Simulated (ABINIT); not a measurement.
# CuAu (P4/mmm) in ABINIT: further runs

One crystal, CuAu, is run at these levels: PBEsol; tasks: single point.

Program: ABINIT 10.8.3 (patched build). These are calculated values, not measurements. Logs are shortened: lines on timing, memory, paths and dates and some standing lists are left out, and cuts for length are marked. The log counts tension as positive stress, the text compression.

### 1 Starting point

It takes space group P4/mmm (No. 123, tetragonal). Conventional cell: a = 2.811 Å, b = 2.811 Å, c = 3.685 Å, α = 90.00°, β = 90.00°, γ = 90.00°. Au (site symmetry 4/mmm) has 8 Cu at 2.71 Å and 4 Au at 2.81 Å as nearest neighbours. Around Cu (site symmetry 4/mmm) lie 8 Au at 2.71 Å and 4 Cu at 2.81 Å.

### 2 Single point, PBEsol

run.abi

```
# Pseudopotentials
pp_dirpath "./"
pseudos "Au.upf, Cu.upf"

# Structure
acell 2.8107494552 2.8107494552 3.685 Angstrom
rprim
     1.0000000000     0.0000000000     0.0000000000
     0.0000000000     1.0000000000     0.0000000000
     0.0000000000     0.0000000000     1.0000000000
ntypat 2
znucl 79 29
natom 2
typat 1 2
xred
     0.0000000000     0.0000000000     0.0000000000
     0.5000000000     0.5000000000     0.5000000000

# Plane-wave basis
ecut 46.0

# k points
kptopt 1
ngkpt 9 9 7
nshiftk 1
shiftk 0.0 0.0 0.0

# Exchange and correlation
ixc -116133

# Bands and occupations
nband 23
occopt 3
tsmear 0.00183747

# SCF cycle
nstep 100
tolvrs 1.0e-10

# Output
iomode 3
prtwf 0
prtden 0
prteig 0
prtebands 0
```

Potentials or basis: PseudoDojo NC SR PBEsol v0.4.1 standard.

Command:

```bash
$ abinit run.abi > log 2>&1
```

run.abo:

```text
.Version 10.8.3 of ABINIT
 Symmetries : space group P4/m m m (#123); Bravais tP (primitive tetrag.)
================================================================================
 Values of the parameters that define the memory need of the present run
     intxc =       0    ionmov =       0      iscf =       7    lmnmax =       7
     lnmax =       7     mgfft =      45  mpssoang =       4    mqgrid =    3001
     natom =       2  nloc_mem =       1    nspden =       1   nspinor =       1
    nsppol =       1      nsym =      16    n1xccc =    2501    ntypat =       2
    occopt =       3   xclevel =       2
       mpw =        2954          nfft =       58320          nkpt =          60
================================================================================
================================================================================

--------------------------------------------------------------------------------
------------- Echo of variables that govern the present computation ------------
--------------------------------------------------------------------------------
 -outvars: echo values of preprocessed input variables --------
            acell      5.3115466789E+00  5.3115466789E+00  6.9636407740E+00 Bohr
              amu      1.96966540E+02  6.35460000E+01
             ecut      4.60000000E+01 Hartree
                       outvar_i_n : Printing only first  50 k-points.
              ixc     -116133
                       outvar_i_n : Printing only first  50 k-points.
         kptrlatt        9    0    0      0    9    0      0    0    7
          kptrlen      4.78039201E+01
            natom           2
            nband          23
            ngfft          36      36      45
             nkpt          60
            nstep         100
             nsym          16
           ntypat           2
                       prtocc : prtvol=0, do not print more k-points.
           occopt           3
           prtden           0
        prtebands           0
           prteig           0
            prtwf           0
          spgroup         123
           tolvrs      1.00000000E-10
           tsmear      1.83747000E-03 Hartree
            typat      1  2
                       outvars : Printing only first  50 k-points.
           xangst      0.0000000000E+00  0.0000000000E+00  0.0000000000E+00
                       1.4053747276E+00  1.4053747276E+00  1.8425000000E+00
            xcart      0.0000000000E+00  0.0000000000E+00  0.0000000000E+00
                       2.6557733394E+00  2.6557733394E+00  3.4818203870E+00
             xred      0.0000000000E+00  0.0000000000E+00  0.0000000000E+00
                       5.0000000000E-01  5.0000000000E-01  5.0000000000E-01
            znucl       79.00000   29.00000

================================================================================

[... 90 lines left out ...]
...

 Integrated electronic density in atomic spheres:
 ------------------------------------------------
 Atom  Sphere_radius  Integrated_density
    1        2.00000         15.54537092
    2        2.00000         17.31532873
================================================================================

 ----iterations are completed or convergence reached----

 Mean square residual over all n,k,spin=   71.229E-08; max=  47.753E-05
 reduced coordinates (array xred) for    2 atoms
       0.000000000000      0.000000000000      0.000000000000
       0.500000000000      0.500000000000      0.500000000000
 rms dE/dt=  0.0000E+00; max dE/dt=  0.0000E+00; dE/dt below (all hartree)
    1       0.000000000000      0.000000000000      0.000000000000
    2       0.000000000000      0.000000000000      0.000000000000

 cartesian coordinates (angstrom) at end:
    1      0.00000000000000     0.00000000000000     0.00000000000000
    2      1.40537472760000     1.40537472760000     1.84250000000000

 cartesian forces (hartree/bohr) at end:
    1     -0.00000000000000    -0.00000000000000    -0.00000000000000
    2     -0.00000000000000    -0.00000000000000    -0.00000000000000
 frms,max,avg= 0.0000000E+00 0.0000000E+00   0.000E+00  0.000E+00  0.000E+00 h/b

 cartesian forces (eV/Angstrom) at end:
    1     -0.00000000000000    -0.00000000000000    -0.00000000000000
    2     -0.00000000000000    -0.00000000000000    -0.00000000000000
 frms,max,avg= 0.0000000E+00 0.0000000E+00   0.000E+00  0.000E+00  0.000E+00 e/A
 length scales=  5.311546678873  5.311546678873  6.963640773970 bohr
              =  2.810749455200  2.810749455200  3.685000000000 angstroms
 Fermi (or HOMO) energy (hartree) =   0.42544   Average Vxc (hartree)=  -0.50251
 Eigenvalues (hartree) for nkpt=  60  k points:
 kpt#   1, nband= 23, wtk=  0.00176, kpt=  0.0000  0.0000  0.0000 (reduced coord)
  -3.68754   -3.46996   -2.12814   -2.12765   -2.12765   -1.67959   -1.67736   -1.67736
   0.06454    0.18418    0.18970    0.27835    0.27835    0.31803    0.32456    0.35040
   0.36699    0.37482    0.37482    0.50067    0.71999    0.79201    0.79201
      occupation numbers for kpt#   1
   2.00000    2.00000    2.00000    2.00000    2.00000    2.00000    2.00000    2.00000
   2.00000    2.00000    2.00000    2.00000    2.00000    2.00000    2.00000    2.00000
   2.00000    2.00000    2.00000    0.00000    0.00000    0.00000    0.00000
 prteigrs : prtvol=0 or 1, do not print more k-points.

--- !EnergyTerms
iteration_state     : {dtset: 1, }
comment             : Components of total free energy in Hartree
kinetic             :  1.29536260662054E+02
hartree             :  8.49811066763491E+01
xc                  : -4.82426814470088E+01
Ewald energy        : -2.25965139356425E+02
psp_core            :  1.04165679478652E+01
local_psp           : -2.56491942149781E+02
non_local_psp       : -3.11187550587961E+01
internal            : -3.36884582725743E+02
'-kT*entropy'       : -1.38034177073375E-04
total_energy        : -3.36884720759920E+02
total_energy_eV     : -9.16710025696763E+03
band_energy         : -3.07379060934493E+01
...

 Cartesian components of stress tensor (hartree/bohr^3)
  sigma(1 1)=  1.41482777E-04  sigma(3 2)=  0.00000000E+00
  sigma(2 2)=  1.41482777E-04  sigma(3 1)=  0.00000000E+00
  sigma(3 3)=  1.52149318E-04  sigma(2 1)=  0.00000000E+00

-Cartesian components of stress tensor (GPa)         [Pressure= -4.2672E+00 GPa]
- sigma(1 1)=  4.16256703E+00  sigma(3 2)=  0.00000000E+00
- sigma(2 2)=  4.16256703E+00  sigma(3 1)=  0.00000000E+00
- sigma(3 3)=  4.47638747E+00  sigma(2 1)=  0.00000000E+00

== END DATASET(S) ==============================================================
================================================================================

 -outvars: echo values of variables after computation  --------
            acell      5.3115466789E+00  5.3115466789E+00  6.9636407740E+00 Bohr
           etotal     -3.3688472076E+02
            fcart     -0.0000000000E+00 -0.0000000000E+00 -0.0000000000E+00
                      -0.0000000000E+00 -0.0000000000E+00 -0.0000000000E+00
           strten      1.4148277748E-04  1.4148277748E-04  1.5214931754E-04
                       0.0000000000E+00  0.0000000000E+00  0.0000000000E+00
           xangst      0.0000000000E+00  0.0000000000E+00  0.0000000000E+00
                       1.4053747276E+00  1.4053747276E+00  1.8425000000E+00
             xred      0.0000000000E+00  0.0000000000E+00  0.0000000000E+00
                       5.0000000000E-01  5.0000000000E-01  5.0000000000E-01
 Calculation completed.
```

It took 1.7 min on 1 thread of Intel Xeon 6975P-C (Granite Rapids), shared host; peak memory 0.13 GiB.

What came out:

| Item | Value |
| --- | --- |
| Free energy | -9167.1003 eV |
| Pressure | -4.3 GPa |
| Band gap on the k mesh | none (metal or under the smearing width) |
| Valence electrons inside the program's atomic spheres | Au 15.55; Cu 17.32 |

Stress tensor (GPa, compression positive):
```
-4.16  0.00  0.00
 0.00 -4.16  0.00
 0.00  0.00 -4.48
```

Levels at points of the mesh, in eV from the Fermi level:
| k point | band 17 | band 18 | band 19 | band 20 | band 21 | band 22 |
| --- | --- | --- | --- | --- | --- | --- |
| (0.00, 0.00, 0.00) | -1.59 | -1.38 | -1.38 | 2.05 | 8.02 | 9.97 |

### 3 Single point, PBEsol

Edit run.abi of step 2 so:

```diff
@@ -19,3 +19,3 @@
 # Plane-wave basis
-ecut 46.0
+ecut 52.0
```

Potentials or basis: PseudoDojo NC SR PBEsol v0.4 stringent.

Command:

```bash
$ abinit run.abi > log 2>&1
```

run.abo:

```text
.Version 10.8.3 of ABINIT
 Symmetries : space group P4/m m m (#123); Bravais tP (primitive tetrag.)
================================================================================
 Values of the parameters that define the memory need of the present run
     intxc =       0    ionmov =       0      iscf =       7    lmnmax =       7
     lnmax =       7     mgfft =      48  mpssoang =       4    mqgrid =    3001
     natom =       2  nloc_mem =       1    nspden =       1   nspinor =       1
    nsppol =       1      nsym =      16    n1xccc =    2501    ntypat =       2
    occopt =       3   xclevel =       2
       mpw =        3537          nfft =       62208          nkpt =          60
================================================================================
================================================================================

--------------------------------------------------------------------------------
[... 195 lines left out ...]
  sigma(1 1)=  1.40289438E-04  sigma(3 2)=  0.00000000E+00
  sigma(2 2)=  1.40289438E-04  sigma(3 1)=  0.00000000E+00
  sigma(3 3)=  1.50984695E-04  sigma(2 1)=  0.00000000E+00

-Cartesian components of stress tensor (GPa)         [Pressure= -4.2323E+00 GPa]
- sigma(1 1)=  4.12745778E+00  sigma(3 2)=  0.00000000E+00
- sigma(2 2)=  4.12745778E+00  sigma(3 1)=  0.00000000E+00
- sigma(3 3)=  4.44212309E+00  sigma(2 1)=  0.00000000E+00

== END DATASET(S) ==============================================================
================================================================================

 -outvars: echo values of variables after computation  --------
            acell      5.3115466789E+00  5.3115466789E+00  6.9636407740E+00 Bohr
           etotal     -3.4054625165E+02
            fcart     -0.0000000000E+00 -0.0000000000E+00 -0.0000000000E+00
                      -0.0000000000E+00 -0.0000000000E+00 -0.0000000000E+00
           strten      1.4028943844E-04  1.4028943844E-04  1.5098469490E-04
                       0.0000000000E+00  0.0000000000E+00  0.0000000000E+00
           xangst      0.0000000000E+00  0.0000000000E+00  0.0000000000E+00
                       1.4053747276E+00  1.4053747276E+00  1.8425000000E+00
             xred      0.0000000000E+00  0.0000000000E+00  0.0000000000E+00
                       5.0000000000E-01  5.0000000000E-01  5.0000000000E-01
 Calculation completed.
```

Wall time 2.2 min (1 thread of Intel Xeon 6975P-C (Granite Rapids), shared host); peak memory 0.14 GiB.

What came out:

- Free energy: -9266.7356 eV
- Pressure: -4.2 GPa
- Band gap on the k mesh: none (metal or under the smearing width)
- Valence electrons inside the program's atomic spheres: Au 15.55; Cu 17.31

Levels at points of the mesh, in eV from the Fermi level:
```tsv
k point	band 17	band 18	band 19	band 20	band 21	band 22
(0.00, 0.00, 0.00)	-1.60	-1.38	-1.38	2.05	8.02	9.98
```
